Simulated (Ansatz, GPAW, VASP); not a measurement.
YN: programs and potentials compared

```xyz
2
Lattice="0.0000 2.4385 2.4385 2.4385 0.0000 2.4385 2.4385 2.4385 0.0000" Properties=species:S:1:pos:R:3 pbc="T T T"
Y     0.0000    0.0000    0.0000
N     2.4385    2.4385    2.4385
```

Alike in all runs: task single point; functional PBE; k mesh 9 × 9 × 9; occupations gaussian, width 0.1 eV; no spin polarisation; no spin-orbit coupling. Pressure is positive in compression and, in plane waves, holds the error of the finite cutoff, which Ansatz's Pulay term estimates and takes out.

| program and potentials | plane-wave cutoff (eV) | notes | pressure (GPa) |
| --- | --- | --- | --- |
| Ansatz, Ansatz PAW | 420 | Pulay term of +0.29 GPa included | 2.95 |
| VASP, PBE PAW files N, Y_sv, release 54, 520 eV | 520 | - | 2.76 |
| GPAW, GPAW PAW data sets (gpaw-data 1.2.1) | 800 | - | 1.74 |

The pressure spans 1.74 (GPAW, GPAW PAW data sets (gpaw-data 1.2.1)) to 2.95 GPa (Ansatz, Ansatz PAW).

Differences between rows come from potentials, basis sets and numerical settings, since the functional is the same but for its coding. Runs on potential files found faulty are left out.
